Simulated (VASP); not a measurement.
Here is a VASP 6.6.1 calculation.

The input POSCAR:

```
BaS
1.0
    0.0000000000      3.2128429015      3.2128429015
    3.2128429015      0.0000000000      3.2128429015
    3.2128429015      3.2128429015      0.0000000000
Ba S
1 1
Direct
    0.0000000000      0.0000000000      0.0000000000
    0.5000000000      0.5000000000      0.5000000000
```

The input INCAR.step1:

```
PREC = Accurate
ENCUT = 520
ISMEAR = -1
SIGMA = 0.02
LREAL = False
LASPH = True
NELM = 60
NBANDS = 15
GGA = PE
ALGO = Normal
EDIFF = 1E-4
LWAVE = True
LCHARG = False
```

INCAR.step2

```
PREC = Accurate
ENCUT = 520
EDIFF = 1E-6
ISMEAR = -1
SIGMA = 0.02
LREAL = False
LASPH = True
NELM = 60
ALGO = Normal
ISIF = 2
LWAVE = False
LCHARG = False
METAGGA = R2SCAN
LMIXTAU = True
NBANDS = 15
ISTART = 1
```

File KPOINTS:

```
Automatic mesh
0
Gamma
  8 8 8
```

Potentials or basis: VASP PAW PBE potentials, release 64 (Ba_sv, S).

Launch:

```bash
$ cat potpaw_PBE.64/Ba_sv/POTCAR potpaw_PBE.64/S/POTCAR > POTCAR
$ cp INCAR.step1 INCAR
$ mpirun -np 1 vasp_std > vasp.out
$ cp INCAR.step2 INCAR
$ mpirun -np 1 vasp_std > vasp.out
```

**Question.** What does it give for the band gap on the k mesh?

**Answer.** 2.49 eV, indirect (least direct gap 2.64 eV).

**Question.** Estimate the pressure.

**Answer.** 0.5 GPa.

Caveat: the PAW data sets were made with another functional, which shifts forces and pressure a little; spin-orbit coupling is left out, which moves the levels of the heavy elements.

**What was measured.**

A printed reference work, monograph, original work of 1988 reports, for a bulk crystal of BaS at 2 K: band gap 3.806 eV (indirect).

Against the measured gap of BaS, 3.806 eV (indirect; 2 K; a printed reference work, monograph, original work of 1988), the calculated 2.49 eV is off by -1.31 eV. Spin-orbit coupling on Ba is left out. The value is that of r2SCAN on a finite k mesh, which can miss the band edges, without temperature or zero-point motion.
